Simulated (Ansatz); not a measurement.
AlAs5 and its competing phases

Level of theory: DFT PBE, scalar-relativistic, plane waves, PAW in Ansatz 0.2.0. All cells share a 420 eV cutoff and Γ-centred k meshes spaced about 0.3 Å⁻¹ or finer (0.25 for metals, 2π included). No spin polarisation.

Formation energies are uncorrected and refer to the elements' standard structures at the same level.

These are static total energies at zero pressure. No dispersion correction is applied, so the spacing and binding between layers, chains or molecules are poorly described (AlAs5 P-3m1). The reference form of As is held partly by dispersion forces, which this level lacks.

The competitors are the elements and 1 reference phase of this chemical system (from databases or known types: AlAs), relaxed at the same level; other known phases may be missing.

The candidate was reached from: a cell proposed by chemical analogy.

```cif
data_structure
_symmetry_space_group_name_H-M 'P-3m1'
_symmetry_Int_Tables_number 164
_cell_length_a 3.8733
_cell_length_b 3.8733
_cell_length_c 22.1394
_cell_angle_alpha 90.000
_cell_angle_beta 90.000
_cell_angle_gamma 120.000
_cell_volume 287.65
loop_
_atom_site_label
_atom_site_type_symbol
_atom_site_symmetry_multiplicity
_atom_site_Wyckoff_symbol
_atom_site_fract_x
_atom_site_fract_y
_atom_site_fract_z
_atom_site_occupancy
Al1 Al 2 d 0.33333 0.66667 0.03980 1
As1 As 2 c 0.00000 0.00000 0.39185 1
As2 As 2 d 0.33333 0.66667 0.44912 1
As3 As 2 d 0.66667 0.33333 0.08173 1
As4 As 2 d 0.33333 0.66667 0.23199 1
As5 As 2 d 0.33333 0.66667 0.70981 1
```

The lowest competing mixture at this composition:

```json
{"phase": "As", "space group": "-", "source": "element", "share of atoms": "0.6667", "ΔE_f (eV/atom)": "-0.0005"}
{"phase": "AlAs", "space group": "F-43m (No. 216)", "source": "COD", "share of atoms": "0.3333", "ΔE_f (eV/atom)": "-0.487"}
```

The lowest database cell of As (-0.0005) lies slightly below the reference, hence the non-zero entry.

Question: What are the hull's energy here, the candidate's formation energy and its margin?

Answer: The hull lies at -0.163 eV/atom, the weighted sum of the last column. The candidate has -0.079 eV/atom, which is 84 meV/atom above it (83 meV/atom from unrounded values). The candidate matches no cell in the subsets of the Crystallography Open Database and the Materials Project at hand. It is metastable at best. Phonons aren't part of this comparison. It holds As–As nets (shortest 2.57 Å).
